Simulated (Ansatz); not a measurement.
This Ge structure is the end of a relaxation. The cell was found from a structure generator's guess, not taken from experiment.

Computed with DFT PBE, scalar-relativistic, plane waves, PAW (Ansatz 0.2.0). Cutoff 420 eV, Γ-centred mesh, Gaussian smearing, no spin polarisation.

```xyz
4
Lattice="3.7700 0.0000 0.0000 0.0000 5.1302 0.0000 0.0000 0.0000 6.0189" Properties=species:S:1:pos:R:3 pbc="T T T"
Ge    1.8850    0.0000    4.2773
Ge    1.8850    0.0000    1.7417
Ge    0.0000    2.5651    0.0000
Ge    0.0000    0.0000    0.0000
```

Energies count from the standard state of Ge at the same level.

(1) Find its symmetry and describe it.

(2) How far does it lie from the standard state of Ge?

(3) Is it a metal?

## Answers

(1) Pmmm (No. 47). Conventional cell: a = 3.770 Å, b = 5.130 Å, c = 6.019 Å. Ge on a site of symmetry mm2 has 3 Ge at 2.54–2.57 Å; around Ge on a site of symmetry mmm lie 2 Ge at 2.57 Å; Ge on a second site of symmetry mmm has 6 Ge at 2.57 Å.

(2) +0.72 eV/atom. So it is a metastable form at best.

(3) Yes, bands cross the Fermi level on the 12×10×8 mesh.

The last run used a 12×10×8 mesh (in the run's order of axes) for its 4-atom cell and Gaussian smearing of 0.10 eV. Symmetry constrained the relaxation, so the result can be a saddle point.
